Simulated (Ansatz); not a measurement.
The system is ZnO (zincite).

```
CELL_PARAMETERS angstrom
3.24931 0.00000 0.00000
-1.62465 2.81398 0.00000
0.00000 0.00000 5.20571
ATOMIC_POSITIONS crystal
Zn 0.66667 0.33333 0.00000
Zn 0.33333 0.66667 0.50000
O 0.33333 0.66667 0.87901
O 0.66667 0.33333 0.37901
```

Base run:

```yaml
Program: Ansatz 0.2.0
Functional: PBE
Potentials_or_basis: Ansatz PAW
Cutoff: 250 eV
Density_cutoff: 1000 eV
k_mesh: 9 × 9 × 5
Occupations: fermi-dirac, width 0.05 eV
Spin: no spin polarisation
```

Its results: band gap on the k mesh 0.62 eV, direct; pressure 9.9 GPa; largest force 0.105 eV/Å.

The run is repeated on the same cell with these changes: functional from PBE to m-r2SCAN; cutoff from 250 eV to 500 eV (not typed: the program's choice for these potentials). What comes out?

Band gap on the k mesh 1.23 eV, direct; pressure -1.1 GPa; largest force 0.070 eV/Å.

m-r2SCAN gives the wider gap, since meta-GGAs in the generalised Kohn-Sham scheme recover part of the derivative discontinuity.

Caveats: odd divisions of the mesh miss points on the zone boundary, where band edges often lie, so the gap on the mesh can be too wide (some runs); the pressure holds a Pulay correction of +103.2 GPa for the finite cutoff (some runs); the cutoff lies under the one recommended for these potentials (some runs); the PAW data sets come from PBE, with cores solved anew for the run's functional, which leaves a small shift of forces and pressure (some runs).
